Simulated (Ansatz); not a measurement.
Runs of Ansatz 0.2.0 on In. Symmetry: Im-3m, No. 229, cubic system. The conventional cell has a = 3.765 Å, b = 3.765 Å, c = 3.765 Å, α = 90.00°, β = 90.00°, γ = 90.00°. In (site symmetry m-3m) is surrounded by 8 In at 3.26 Å. This isn't the form of In at room conditions, which is tetragonal.

| task | level | spin | cell | k mesh | cutoff (eV) | gap on the mesh (eV) | pressure (GPa) | relaxed volume (Å³/atom) |
| --- | --- | --- | --- | --- | --- | --- | --- | --- |
| single point | HF | off | as given | 5 × 5 × 5 | 420 | none | 5.9 | - |
| single point | r2SCAN50 | off | as given | 5 × 5 × 5 | 500 | none | -2.3 | - |
| relaxation of cell and atoms | B3LYP | off | relaxed | 5 × 5 × 5 | 420 | none | 0.0 | (d) |
| single point | PBE0 | off | as given | 5 × 5 × 5 | 420 | none | (b) | - |
| relaxation of cell and atoms | HSE03 | off | relaxed | 5 × 5 × 5 | 420 | none | 0.0 | 26.60 |
| single point | r2SCAN0 | off | as given | 5 × 5 × 5 | 500 | none | -1.7 | - |
| single point | HSE06 | SOC, no magnetisation | as given | 4 × 4 × 4 | 420 | none | (c) | - |
| relaxation of cell and atoms | HSE06 | off | relaxed | 5 × 5 × 5 | 420 | none | 0.0 | 26.41 |
| relaxation of cell and atoms | HSEsol | off | relaxed | 5 × 5 × 5 | 420 | none | 0.0 | 25.23 |
| single point | B3LYP | off | as given | 5 × 5 × 5 | 420 | none | (a) | - |
| relaxation of cell and atoms | PBEsol0 | off | relaxed | 5 × 5 × 5 | 420 | none | 0.0 | 25.10 |
| single point | PBEsol0 | off | as given | 5 × 5 × 5 | 420 | none | -2.7 | - |

Alike in all rows: potentials or basis Ansatz PAW; smearing fermi-dirac 0.05 eV; the mesh is coarse, so values aren't converged.

Problem. Estimate the missing entries.

Solution. (a) 3.4; (b) -0.7; (c) 0.9; (d) 29.14.

Caveats: all runs use coarse meshes; the PAW data sets come from PBE, with cores solved anew for the run's functional, which leaves a small shift of forces and pressure; the thresholds are loose for stress (some runs); the plane-wave basis is chosen anew once the cell has moved, so the energies of steps on either side of that aren't comparable (some runs).

A k mesh can miss the band edges, and rows without SOC leave out spin-orbit coupling on In.

A gap of «none» marks a metal or a gap under the smearing width.
